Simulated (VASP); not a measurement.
LiF:

```xyz
4
Lattice="3.0810 0.0000 0.0000 -1.5405 2.6682 0.0000 0.0000 0.0000 4.7853" Properties=species:S:1:pos:R:3 pbc="T T T"
Li    0.0000    1.7788   -0.0356
Li    1.5405    0.8894    2.3571
F     0.0000    1.7788    1.8301
F     1.5405    0.8894    4.2227
```

The cell was built by a generator and needn't be a form met in nature.

Program: VASP 6.6.1. Alike in all runs: task single point; potentials or basis VASP PAW PBE potentials, release 64 (Li_sv, F); no spin polarisation; cell as given; cutoff (eV) 520; smearing gaussian 0.01 eV. Hardware: 1 thread of Intel(R) Xeon(R) 6975P-C (Granite Rapids), with other jobs on the host.

Problem. Order these runs on this cell by their wall time, lowest first.
A. level r2SCAN; k mesh 12 × 12 × 6
B. level PBE; k mesh 12 × 12 × 6
C. level HSE06; k mesh 6 × 6 × 4; exchange at q = 0 truncated; grid for exact exchange (PRECFOCK) Normal; screening parameter 0.2079 1/A

Solution. B (32 s), A (85 s), C (1200 s).
